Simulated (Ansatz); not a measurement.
Ge under changes of volume

One of the cells (19.014 Å³/atom); the others are scaled copies at fixed shape and fractional positions:

```
Ge
1.0
    -2.49590    2.65086    1.43695
     2.49590   -2.65086    1.43695
     2.49590    2.65086   -1.43695
Ge
2
Direct
  0.31406 0.06406 0.25000
  0.68594 0.93594 0.75000
```

This isn't the form of Ge at room conditions, which is diamond.

- Program: Ansatz 0.2.0
- Functional: HSE06
- Potentials or basis: Ansatz PAW
- Cutoff: 420 eV (not typed: the program's choice for these potentials)
- k mesh: 6 × 6 × 6
- Occupations: fermi-dirac, width 0.05 eV
- Spin: no spin polarisation

```tsv
volume (Å³/atom)	energy over the lowest point (meV/atom)	pressure (GPa)	largest force (eV/Å)
17.874	11.51	4.3	0.076
18.254	3.64	2.4	0.069
18.634	0.00	0.7	0.060
19.014	0.06	-0.8	0.052
19.395	3.54	-2.2	0.046
19.775	10.19	-3.5	0.044
20.155	?	?	?
```

Q: What does the run at 20.155 Å³/atom give?

A: Energy over the lowest point 19.74 meV/atom; pressure -4.6 GPa; largest force 0.044 eV/Å.

Worked out: A Birch-Murnaghan fit of order 3 (a polynomial in V^(-2/3)) to the other rows has its minimum at 18.81 Å³/atom with B0 = V·E''(V) = 75 GPa and B' = 3.7 at fixed shape and positions, which overstates the stiffness. It gives 19.63 meV/atom at 20.155 Å³/atom, against the run's 19.74, and -dE/dV = -4.5 GPa, against -4.6.

Energies are extrapolated to zero smearing.

Caveats: all runs use coarse meshes; the PAW data sets come from PBE, with cores solved anew for the run's functional, which leaves a small shift of forces and pressure; the thresholds are loose for stress.
